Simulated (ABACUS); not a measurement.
# TePb (Fm-3m) in ABACUS: settings compared

One crystal, TePb, is run at these levels: rPW86PBE, LDA-PW92, SCAN; tasks: band structure, equation of state.

Everything below comes from runs of ABACUS 3.10.1. Logs are shortened: lines on timing, memory, paths and dates and some standing lists are left out, and cuts for length are marked.

**What was measured.**

A printed reference work, monograph reports, for a bulk crystal of TePb at 4.2 K: band gap 0.19 eV (direct).

The results are compared with them further down.

**1. The crystal as given**

The structure is cubic, space group Fm-3m (No. 225). The conventional cell has a = 6.462 Å, b = 6.462 Å, c = 6.462 Å, α = 90.00°, β = 90.00°, γ = 90.00°. Around Pb (site symmetry m-3m) lie 6 Te at 3.23 Å. Te (site symmetry m-3m) is surrounded by 6 Pb at 3.23 Å.

**2. Band structure, rPW86PBE**

Input file INPUT:

```
INPUT_PARAMETERS
suffix              TePb
calculation         nscf
basis_type          pw
pseudo_dir          ./
symmetry            -1
dft_functional      GGA_X_RPW86+GGA_C_PBE
ecutwfc             40.0
pseudo_rcut         10
nspin               1
nbands              20
ks_solver           dav
smearing_method     fd
smearing_sigma      0.00367493
scf_thr             1e-08
scf_nmax            100
mixing_type         broyden
mixing_beta         0.7
ecutrho             320.0
init_chg            file
pw_diag_thr         1e-07
out_band            1
kpar                4
```

Input file STRU:

```
ATOMIC_SPECIES
Pb 207.2000 pb_pbe_v1.uspp.F.UPF
Te 127.6000 te_pbe_v1.uspp.F.UPF

LATTICE_CONSTANT
1.8897261246

LATTICE_VECTORS
0.0000000000 3.2310000000 3.2310000000
3.2310000000 0.0000000000 3.2310000000
3.2310000000 3.2310000000 0.0000000000

ATOMIC_POSITIONS
Direct

Pb
0.0
1
0.0000000000 0.0000000000 0.0000000000 1 1 1

Te
0.0
1
0.5000000000 0.5000000000 0.5000000000 1 1 1
```

Input file KPT:

```
K_POINTS
12
Line
0.00000000 0.00000000 0.00000000 10 // G
0.50000000 0.00000000 0.50000000 10 // X
0.50000000 0.25000000 0.75000000 10 // W
0.37500000 0.37500000 0.75000000 10 // K
0.00000000 0.00000000 0.00000000 10 // G
0.50000000 0.50000000 0.50000000 10 // L
0.62500000 0.25000000 0.62500000 10 // U
0.50000000 0.25000000 0.75000000 10 // W
0.50000000 0.50000000 0.50000000 10 // L
0.37500000 0.37500000 0.75000000 1 // K
0.62500000 0.25000000 0.62500000 10 // U
0.50000000 0.00000000 0.50000000 1 // X
```

Potentials or basis: GBRV ultrasoft 1.5 PBE, plane waves.

Launch:

```bash
$ OMP_NUM_THREADS=1 mpirun -np 4 abacus > log
```

running log:

```text
ABACUS v3.10.1

               Atomic-orbital Based Ab-initio Computation at UStc

 ------------------------------------------------------------------------------------

 READING GENERAL INFORMATION
                           global_out_dir = OUT.TePb/
                           global_in_card = INPUT
                               pseudo_dir = ./
                              orbital_dir =
                                    DSIZE = 4
                                    GSIZE = 1

 READING UNITCELL INFORMATION
                                    ntype = 2
                  lattice constant (Bohr) = 1.88973
              lattice constant (Angstrom) = 1

 READING ATOM TYPE 1
                               atom label = Pb
                      L=0, number of zeta = 1
                      L=1, number of zeta = 1
                      L=2, number of zeta = 1
             number of atom for this type = 1

 READING ATOM TYPE 2
                               atom label = Te
                      L=0, number of zeta = 1
                      L=1, number of zeta = 1
                      L=2, number of zeta = 1
             number of atom for this type = 1

                        TOTAL ATOM NUMBER = 2
DIRECT COORDINATES
    atom                   x                   y                   z     mag                  vx                  vy                  vz
taud_Pb1            0.0000000000        0.0000000000        0.0000000000  0.0000        0.0000000000        0.0000000000        0.0000000000
taud_Te1            0.5000000000        0.5000000000        0.5000000000  0.0000        0.0000000000        0.0000000000        0.0000000000

                          Volume (Bohr^3) = 455.237
                             Volume (A^3) = 67.4591

 Lattice vectors: (Cartesian coordinate: in unit of a_0)
                   +0              +3.231              +3.231
               +3.231                  +0              +3.231
               +3.231              +3.231                  +0
 Reciprocal vectors: (Cartesian coordinate: in unit of 2 pi/a_0)
            -0.154751           +0.154751           +0.154751
            +0.154751           -0.154751           +0.154751
            +0.154751           +0.154751           -0.154751
 The esolver type has been set to : ksdft_pw

                PAO radial cut off (Bohr) = 10

 Read in pseudopotential file is pb_pbe_v1.uspp.F.UPF
                     pseudopotential type = US
          exchange-correlation functional = PBE
                 nonlocal core correction = 1
                        valence electrons = 14
                                     lmax = 2
                           number of zeta = 3
                     number of projectors = 6
                           L of projector = 0
                           L of projector = 0
                           L of projector = 1
                           L of projector = 1
                           L of projector = 2
                           L of projector = 2
 XC functional updated to : GGA_X_RPW86+GGA_C_PBE
          exchange-correlation functional = GGA_X_RPW86+GGA_C_PBE
                PAO radial cut off (Bohr) = 10

 Read in pseudopotential file is te_pbe_v1.uspp.F.UPF
                     pseudopotential type = US
          exchange-correlation functional = PBE
[... 111 lines left out ...]
[... 72 further k points ...]

           k-point number in this process = 26
       minimum distributed K point number = 25

[... K-POINTS CARTESIAN COORDINATES: 26 rows ...]

[... K-POINTS DIRECT COORDINATES: 26 rows ...]

 SETUP PLANE WAVES FOR WAVE FUNCTIONS
     energy cutoff for wavefunc (unit:Ry) = 40
              fft grid for wave functions = [ 36, 36, 36 ]
                    number of plane waves = 2565
                         number of sticks = 253

 PARALLEL PW FOR WAVE FUNCTIONS
     PROC   COLUMNS(POT)             PW
        1            253           2565
 --------------- sum -------------------
        1            253           2565

 SETUP NONLOCAL PSEUDOPOTENTIALS IN PLANE WAVE BASIS
 Pb non-local projectors:
 projector 1 L=0
 projector 2 L=0
 projector 3 L=1
 projector 4 L=1
 projector 5 L=2
 projector 6 L=2
 Te non-local projectors:
 projector 1 L=0
 projector 2 L=0
 projector 3 L=1
 projector 4 L=1
 projector 5 L=2
      TOTAL NUMBER OF NONLOCAL PROJECTORS = 31

 Init Non-Local PseudoPotential table :
 Init Non-Local-Pseudopotential done.

                                     npwx = 1968

 Make real space PAO into reciprocal space.
       max mesh points in Pseudopotential = 789
     dq(describe PAO in reciprocal space) = 0.01
                                    max q = 763

 number of pseudo atomic orbitals for Pb is 3
WARNING: norm of atomic wavefunction # 3 of atomic type Pb is 0.999412, renormalized

 number of pseudo atomic orbitals for Te is 2
WARNING: norm of atomic wavefunction # 2 of atomic type Te is 0.999973, renormalized

 -------------------------------------------
 NONSELF-CONSISTENT
 -------------------------------------------
                                 init_chg = file
 try to read charge from file
 Read in the charge density: OUT.TePb//TePb-CHARGE-DENSITY.restart

 PW ALGORITHM --------------- ION=   1  ELEC=   1--------------------------------
 k(1/102) Iter steps (avg)=20 threshold=1e-07
 k(2/102) Iter steps (avg)=19 threshold=1e-07
 k(3/102) Iter steps (avg)=18 threshold=1e-07
 k(4/102) Iter steps (avg)=18 threshold=1e-07
 k(5/102) Iter steps (avg)=16 threshold=1e-07
 k(6/102) Iter steps (avg)=22 threshold=1e-07
 k(7/102) Iter steps (avg)=25 threshold=1e-07
 k(8/102) Iter steps (avg)=32 threshold=1e-07
 k(9/102) Iter steps (avg)=32 threshold=1e-07
 k(10/102) Iter steps (avg)=24 threshold=1e-07
[... 6 lines left out ...]
 k(17/102) Iter steps (avg)=22 threshold=1e-07
 k(18/102) Iter steps (avg)=22 threshold=1e-07
 k(19/102) Iter steps (avg)=24 threshold=1e-07
 k(20/102) Iter steps (avg)=26 threshold=1e-07
 k(21/102) Iter steps (avg)=25 threshold=1e-07
 k(22/102) Iter steps (avg)=27 threshold=1e-07
 k(23/102) Iter steps (avg)=26 threshold=1e-07
 k(24/102) Iter steps (avg)=25 threshold=1e-07
 k(25/102) Iter steps (avg)=27 threshold=1e-07
 k(26/102) Iter steps (avg)=26 threshold=1e-07
[... levels at 26 k points of this process ...]

 Density error is 0.00000000000
                          Error Threshold = 1.00000000000e-07
----------------------------------------------------------
     Energy           Rydberg                 eV
----------------------------------------------------------
 E_KohnSham     -191.2649551739      -2602.2932180794
 E_KS(sigma->0) -191.2649537560      -2602.2931987876
 E_Harris       -191.2649551739      -2602.2932180794
 E_band         -4.7780504683        -65.0087117007
 E_one_elec     -46.0548158949       -626.6079165122
 E_Hartree      35.2263010189        479.2784133205
 E_xc           -78.3382273719       -1065.8462634770
 E_Ewald        -102.0982100902      -1389.1174128273
 E_entropy(-TS) -0.0000028358        -0.0000385835
 E_descf        0.0000000000         0.0000000000
 E_exx          0.0000000000         0.0000000000
 E_Fermi        0.5857810533         7.9699601059
----------------------------------------------------------

 charge density convergence is achieved
 final etot is -2602.2932181 eV
 EFERMI = 7.9699601059 eV

 STATE ENERGY(eV) AND OCCUPATIONS    NSPIN == 1
 1/26 kpoint (Cartesian) = 0.0000 0.0000 0.0000 (1917 pws)
       1       -9.13130      0.0196078
       2       -9.13130      0.0196078
       3       -9.11837      0.0196078
       4       -9.11837      0.0196078
       5       -9.11837      0.0196078
       6       -4.43303      0.0196078
[... 122 lines left out ...]
      19        16.3562    2.82350e-75
      20        18.7467        0.00000

[... levels at 20 further k points ...]

 --------------------------------------------
 !FINAL_ETOT_IS -2602.293218079406 eV
 --------------------------------------------

 Output bands in file: OUT.TePb/BANDS_1.dat
```

Run time: 8.2 s. Hardware: 4 MPI ranks of Intel Xeon 6975P-C (Granite Rapids), shared host; peak memory 0.88 GiB.

What came out:

```yaml
Band_gap_along_the_path: 0.69 eV, direct
```

Levels at the corners of the path, in eV from the Fermi level:
```csv
point,band 8,band 9,band 10,band 11,band 12,band 13
Γ,-1.71,-1.71,-1.71,3.70,3.70,3.70
X,-4.83,-3.15,-3.15,3.00,5.07,5.07
W,-4.13,-4.13,-0.72,1.24,4.86,4.86
K,-4.46,-2.66,-2.45,3.19,3.35,4.85
Γ,-1.71,-1.71,-1.71,3.70,3.70,3.70
L,-1.24,-1.24,-0.35,0.35,0.82,0.82
U,-4.46,-2.66,-2.45,3.19,3.35,4.85
W,-4.13,-4.13,-0.72,1.24,4.86,4.86
L,-1.24,-1.24,-0.35,0.35,0.82,0.82
K,-4.46,-2.66,-2.45,3.19,3.35,4.85
U,-4.46,-2.66,-2.45,3.19,3.35,4.85
X,-4.83,-3.15,-3.15,3.00,5.07,5.07
```

Caveat: the density is read from an earlier self-consistent run, whose mesh may be coarse; spin-orbit coupling is left out, which moves the levels of the heavy elements.

**3. Band structure, LDA-PW92**

Edit INPUT of step 2 so:

```diff
@@ -6,7 +6,7 @@
 symmetry            -1
-dft_functional      GGA_X_RPW86+GGA_C_PBE
-ecutwfc             40.0
+dft_functional      LDA_X+LDA_C_PW
+ecutwfc             103.0
 pseudo_rcut         10
 nspin               1
-nbands              20
+nbands              34
 ks_solver           dav
@@ -18,3 +18,2 @@
 mixing_beta         0.7
-ecutrho             320.0
 init_chg            file
```

Input file STRU:

```
ATOMIC_SPECIES
Pb 207.2000 Pb.upf
Te 127.6000 Te.upf

LATTICE_CONSTANT
1.8897261246

LATTICE_VECTORS
-3.2310000000 0.0000000000 3.2310000000
0.0000000000 3.2310000000 3.2310000000
-3.2310000000 3.2310000000 0.0000000000

ATOMIC_POSITIONS
Direct

Pb
0.0
1
0.0000000000 0.0000000000 0.0000000000 1 1 1

Te
0.0
1
0.5000000000 0.5000000000 0.5000000000 1 1 1
```

KPT is that of step 2.

Potentials or basis: PseudoDojo NC SR 0.4.1 LDA stringent, plane waves.

Launch:

```bash
$ OMP_NUM_THREADS=1 mpirun -np 4 abacus > log
```

Run time: 30 s. Hardware: 4 MPI ranks of Intel Xeon Platinum 8488C (Sapphire Rapids), shared host; peak memory 1 GiB.

Results (log left out):

```yaml
Band_gap_along_the_path: 0.65 eV, direct
```

Levels at the corners of the path, in eV from the Fermi level:
```
point  band 21  band 22  band 23  band 24  band 25  band 26
    Γ    -1.64    -1.64    -1.64     3.69     3.69     3.69
    X    -4.81    -3.10    -3.10     2.98     5.08     5.08
    W    -4.09    -4.09    -0.65     1.28     4.88     4.88
    K    -4.42    -2.60    -2.40     3.21     3.42     4.81
    Γ    -1.64    -1.64    -1.64     3.69     3.69     3.69
    L    -1.16    -1.16    -0.33     0.32     0.91     0.91
    U    -4.42    -2.60    -2.40     3.21     3.42     4.81
    W    -4.09    -4.09    -0.65     1.28     4.88     4.88
    L    -1.16    -1.16    -0.33     0.32     0.91     0.91
    K    -4.42    -2.60    -2.40     3.21     3.42     4.81
    U    -4.42    -2.60    -2.40     3.21     3.42     4.81
    X    -4.81    -3.10    -3.10     2.98     5.08     5.08
```

Caveat: the density is read from an earlier self-consistent run, whose mesh may be coarse; spin-orbit coupling is left out, which moves the levels of the heavy elements.

(Part 1 of 2 ends here.)
